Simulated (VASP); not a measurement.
# VASP 6.6.1 run: C

INCAR

```
LREAL = .FALSE.
PREC = Accurate
ISIF = 2
LCHARG = .FALSE.
LASPH = .TRUE.
GGA = PS
NBANDS = 11
NELM = 120
SIGMA = 0.05
ISMEAR = 1
NSW = 0
LWAVE = .FALSE.
ENCUT = 520
IBRION = -1
EDIFF = 1E-7
```

KPOINTS

```
KPOINTS created by Atomic Simulation Environment
0
Gamma
10 10 10
0 0 0
```

POSCAR

```
C
 1.0000000000000000
    -0.0289000000000000    1.8043000000000000    1.7866000000000000
     1.8496999999999999   -0.0297000000000000    1.7874000000000001
     1.8266000000000000    1.7821000000000000   -0.0067000000000000
 C
   2
Cartesian
  1.8151616600000000  1.7756926600000000  0.0216193200000000
  0.9546994799999999  0.8587426700000000  0.8943258100000000
```

The recommended PBE PAW datasets give the neutral cell 8 valence electrons.

Command

```
mpirun -np 1 vasp_std
```

Task: Predict the outcome of this run.

Result: It converged. Results: gap between bands v and c on the k mesh 2.33 eV; least direct gap on the k mesh 3.08 eV; pressure -23.8 GPa; largest force 1.87 eV/Å. Band v is the last that the valence electrons fill when counted band by band, and c is the next.

OSZICAR

```
N       E                     dE             d eps       ncg     rms          rms(c)
DAV:   1    -0.566896581144E+00   -0.56690E+00   -0.47341E+03 11372   0.712E+02
DAV:   2    -0.192396646985E+02   -0.18673E+02   -0.17985E+02 14415   0.120E+02
DAV:   3    -0.196553306479E+02   -0.41567E+00   -0.41446E+00 12995   0.138E+01
DAV:   4    -0.196560876911E+02   -0.75704E-03   -0.75703E-03 11816   0.732E-01
DAV:   5    -0.196560857188E+02    0.19723E-05   -0.92649E-06 12841   0.245E-02    0.522E+00
DAV:   6    -0.192371613705E+02    0.41892E+00   -0.21348E-01 11382   0.318E+00    0.308E+00
DAV:   7    -0.190902525084E+02    0.14691E+00   -0.26088E-01 12108   0.355E+00    0.614E-01
DAV:   8    -0.190907183373E+02   -0.46583E-03   -0.68107E-03 11835   0.638E-01    0.297E-02
DAV:   9    -0.190907369205E+02   -0.18583E-04   -0.17955E-05 13411   0.381E-02    0.214E-02
DAV:  10    -0.190907459174E+02   -0.89969E-05   -0.41255E-06 12110   0.173E-02    0.446E-03
DAV:  11    -0.190907457099E+02    0.20752E-06   -0.17707E-07 13369   0.361E-03    0.576E-04
DAV:  12    -0.190907457244E+02   -0.14568E-07   -0.80591E-09  6144   0.785E-04
   1 F= -.19090746E+02 E0= -.19090747E+02  d E =0.289896E-05
```

Standard output (part)

```
POSCAR found type information on POSCAR C
 POSCAR found :  1 types and       2 ions
 LDA part: xc-table for (Slater+PW92), standard interpolation
 POSCAR, INCAR and KPOINTS ok, starting setup
 WAVECAR not read
 entering main loop
```

For comparison, a separate PBEsol run of the intended cell, on usual settings and not on those above, gives a gap of 2.33 eV on its mesh and a pressure of -23.8 GPa.
